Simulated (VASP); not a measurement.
Runs of VASP 6.6.1 on InP. Symmetry: F-43m, No. 216, cubic system. Conventional cell: a = 5.861 Å, b = 5.861 Å, c = 5.861 Å, α = 90.00°, β = 90.00°, γ = 90.00°. In (site symmetry -43m) has 4 P at 2.54 Å as nearest neighbours. P (site symmetry -43m) is surrounded by 4 In at 2.54 Å. 

| task | level | smearing | gap on the mesh (eV) | pressure (GPa) |
| --- | --- | --- | --- | --- |
| band structure | TPSS | fermi-dirac 0.05 eV | (c) | 3.0 |
| single point | PBE | gaussian 0.012 eV | (b) | (a) |
| band structure | MS2 | fermi-dirac 0.05 eV | 1.12 | 1.5 |
| band structure | revTPSS | fermi-dirac 0.05 eV | 0.82 | 2.0 |

Alike in all rows: potentials or basis VASP PAW PBE potentials, release 64 (In_d, P); no spin polarisation; cell as given; k mesh 8 × 8 × 8; cutoff (eV) 520.

Question: Fill in the values left out.

Answer: (a) 3.3; (b) 0.71; (c) 0.84.

Caveats: spin-orbit coupling is left out, which moves the levels of the heavy elements; the PAW data sets were made with another functional, which shifts forces and pressure a little (some runs).

A k mesh can miss the band edges, and the runs leave out spin-orbit coupling on In.
